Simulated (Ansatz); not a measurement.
# SnSe under strain — quadrupolar parameters

The cell is a structure deposited in the COD, relaxed with PBE at fixed cell and then changed (z compressed by 1 %, ions relaxed).

```yaml
crystal:
  lattice:
    - [0.00000, 3.01000, 2.97990]
    - [3.01000, 0.00000, 2.97990]
    - [3.01000, 3.01000, 0.00000]
  atoms:
    - { symbol: Sn, position: [0.00000, 0.00000, 0.00000] }
    - { symbol: Se, position: [0.50000, 0.50000, 0.50000] }
```

Atoms are numbered from 1 in the order listed; like atoms form one site, named after its first atom.

Computed with Ansatz: DFT, PBE, plane waves and PAW, scalar-relativistic, 420 eV cutoff, Γ-centred 13×13×13 k-points, Fermi–Dirac smearing 0.02 eV.

Conventions: |V_zz| ≥ |V_yy| ≥ |V_xx|, η = (V_xx − V_yy)/V_zz, C_Q = eQV_zz/h. Directions are in the Cartesian axes of the cell vectors above, for the atom listed; none is given where the gradient is under 0.02 or η is above 0.95.

| site | first atom | first shell | V_zz (10²¹ V/m²) | η | direction of V_zz (x, y, z) |
| --- | --- | --- | --- | --- | --- |
| Sn | 1 | 6 Se at 2.98–3.01 Å | -1.49 | 0.00 | 0.00 0.00 1.00 |
| Se | 2 | 6 Sn at 2.98–3.01 Å | -0.13 | 0.00 | 0.00 0.00 1.00 |

An axis of threefold or higher order runs through Sn and Se, so V_zz lies along it and η is zero.

Without spin–orbit coupling (the program notes it for Sn) the gradients can shift somewhat, as the gap is small. With a gap of 0.4 eV on this mesh, the gradients can still move by some per cent as the k-mesh gets denser.

The relaxation (1 step) took 7.9 s of wall time (7.9 s of CPU time) and 0.6 GiB at its peak, on 1 thread of Intel Xeon 6975P-C (Granite Rapids) (x86_64; 16 cores open to the job, memory cap 3.0 GiB, no GPU), a shared host with a load of 0.1 a core.
